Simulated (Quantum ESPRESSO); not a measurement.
PtS2 in Quantum ESPRESSO: the effect of functional

The system is PtS2.

```xyz
3
Lattice="3.5432 0.0000 0.0000 -1.7716 3.0685 0.0000 0.0000 0.0000 5.0388" Properties=species:S:1:pos:R:3 pbc="T T T"
Pt    0.0000    0.0000    0.0000
S     1.7716    1.0228    3.8950
S     0.0000    2.0457    1.1438
```

Alike in all runs:

* Program: Quantum ESPRESSO 7.5
* Task: dielectric tensor
* Cutoff: 612 eV
* Density cutoff: 4898 eV
* k mesh: 8 × 8 × 4, shifted
* Occupations: fermi-dirac, width 0.05 eV
* Spin: no spin polarisation

```csv
functional,potentials or basis,pressure (GPa),largest force (eV/Å),dielectric constant (mean)
LDA,GBRV 1.5 LDA,3.4,0.81,16.16
PBEsol,GBRV 1.5 PBEsol,?,?,?
WC,GBRV 1.5 PBE,7.1,1.08,15.82
BLYP,GBRV 1.5 PBE,19.3,1.86,14.90
AM05,GBRV 1.5 PBE,6.1,0.80,15.53
```

Q: What does the run with functional PBEsol give?

A: Pressure 6.0 GPa; largest force 0.94 eV/Å; dielectric constant 15.76 mean.

Caveats: the cell is more than 3 GPa from zero pressure, which shifts response properties; the potentials were made for another functional, which shifts forces and pressure (some runs).

Runs at the PBE level aren't shown here.
